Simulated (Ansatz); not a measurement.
# TiN (Fm-3m): check of PAW against all-electron LAPW from a Python script

How well does PAW follow the all-electron answer for TiN (Fm-3m)? A script is to give a check of PAW against all-electron LAPW; the system is TiN (Fm-3m).

Computed with the Python package of Ansatz 0.2.0. The levels of theory stand in the script.

## (1) The structure

The structure is cubic, space group Fm-3m (No. 225). The conventional cell has a = 4.238 Å, b = 4.238 Å, c = 4.238 Å, α = 90.00°, β = 90.00°, γ = 90.00°. Ti (site symmetry m-3m) is surrounded by 6 N at 2.12 Å. Around N (site symmetry m-3m) lie 6 Ti at 2.12 Å.

No structure file is read: the coordinates are typed or built in the script.

## (2) The script

File paw_lapw_tin.py:

```python
"""PAW against all-electron LAPW for TiN."""

import ansatz as az
import numpy as np
from pymatgen.core import Lattice, Structure
from pymatgen.io.ase import AseAtomsAdaptor


def count_gap(report):
    # lowest empty less highest filled band, counting bands; zero where they overlap
    return max(report.get("gap_by_band_count_ev") or 0.0, 0.0)

pmg_structure = Structure(
    Lattice([[0.0, 2.119, 2.119], [2.119, 0.0, 2.119], [2.119, 2.119, 0.0]]),
    ["Ti", "N"],
    [
        [0.0, 0.0, 0.0],
        [0.5, 0.5, 0.5],
    ],
)
structure = az.Crystal.from_ase(AseAtomsAdaptor.get_atoms(pmg_structure))

calc = (
    structure.calculation()
    .occupations("fermi_dirac")
    .functional("lda")
    .kpoints(7, 7, 7, center="monkhorst-pack")
    .scf(tolerance=1e-08, extra_bands=2)
    .stress()
    .forces()
    .band_table()
)
variants = {
    "PAW": calc.pseudopotentials("paw"),
    "LAPW": calc.pseudopotentials("all_electron", lapw=True),
}
# totals differ by the cores that each treatment holds, so compare what does not depend on them
rows = []
for label, variant in variants.items():
    summary = variant.run(threads=1).report
    levels = np.array(summary["eigenvalues_ev"][0]) - summary["fermi_energy_ev"]
    print(label, "levels at the first k-point near E_F:", np.round(levels[np.abs(levels) < 5], 3))
    rows.append((label, summary["n_electrons"], np.trace(summary["stress_gpa"]) / 3, count_gap(summary)))
for row in rows:
    print("; ".join(f"{name} = {round(v, 4) if isinstance(v, float) else v}" for name, v in zip(["treatment", "electrons in bands", "P GPa", "gap by band count eV"], row)))
```

## (3) What the engine is handed

The package turns the script's settings into the engine's input (first run):

```yaml
crystal:
  lattice:
    - [0.0, 2.119, 2.119]
    - [2.119, 0.0, 2.119]
    - [2.119, 2.119, 0.0]
  atoms:
    - { symbol: Ti, position: [0.0, 0.0, 0.0] }
    - { symbol: "N", position: [0.5, 0.5, 0.5] }
kpoints:
  mp_grid:
    grid: [7, 7, 7]
    shift: [0.0, 0.0, 0.0]
hamiltonian:
  xc: lda
  pseudopotentials:
    kind: paw
scf:
  n_extra_bands: 2
  convergence:
    dr2_threshold: 1.0e-08
  occupations:
    method: fermi_dirac
output:
  forces: true
  stress: true
  eigenvalues: true
```

## (4) The run

Run with:

```
$ python paw_lapw_tin.py
```

The log of the run:

```text
DeckWarning: basis.ecutwfc = 420 eV, auto-derived from the records' recommended cutoffs: set by Ti (normal level)
DeckWarning: output.stress: scf.convergence.dr2_threshold = 1e-8 eV is looser than the 2e-10 eV advised for a printed stress (1e-10 eV for each atom of the cell: 2). What an SCF threshold leaves in a stress goes as its square root, and in the free energy as [...]
PAW levels at the first k-point near E_F: [-2.032 -2.032 -2.032 -0.654 -0.654 -0.654]
LAPW levels at the first k-point near E_F: [-2.034 -2.034 -2.034 -0.656 -0.656 -0.656]
treatment = PAW; electrons in bands = 17.0; P GPa = -13.5811; gap by band count eV = 0.0
treatment = LAPW; electrons in bands = 27.0; P GPa = -13.4683; gap by band count eV = 0.0
```

(Warnings from the package without file and line, shortened.)

It took 6.2 s on 1 thread of Arm Neoverse V1, shared host; peak memory 0.46 GiB.

## (5) What changed from run to run

The engine's inputs for the other runs:

Run 2, against run 1:

```diff
@@ -16 +16,2 @@
-    kind: paw
+    kind: all_electron
+    lapw: {}
```

## (6) What each run gave

The 2 runs, in the order started:

| run | potentials | energy (eV/atom) | pressure (GPa) | SCF cycles | CPU time (s) |
| --- | --- | --- | --- | --- | --- |
| 1 | paw | -1414.0846 | -13.58 | 6 | 0.67 |
| 2 | all_electron | -12334.0572 | -13.47 | 8 | 4.2 |

Energies are free energies F = E - TS of the smeared occupations. Totals hang on method, basis and potentials, so only like runs compare.

## (7) Outcome

| quantity | value |
| --- | --- |
| runs compared | 2 |
| difference in pressure | 0.11 GPa |

**Reading.** PAW gives -13.581 GPa and LAPW -13.468 GPa, 0.11 GPa apart. They took 0.7 and 4.2 s of processor time. What to keep in mind:
- Spin is left out of this run.
- For a metal this k-point mesh is coarse: on a finer one energies can move by several to tens of meV an atom and pressures by half a GPa or more, differences at one mesh by less.
- At these settings the cell as given stands under about -13 GPa, so it isn't at this functional's equilibrium volume.
- Pressure is positive in compression; the treatments may keep other shells as core, so totals and counts of electrons can differ.
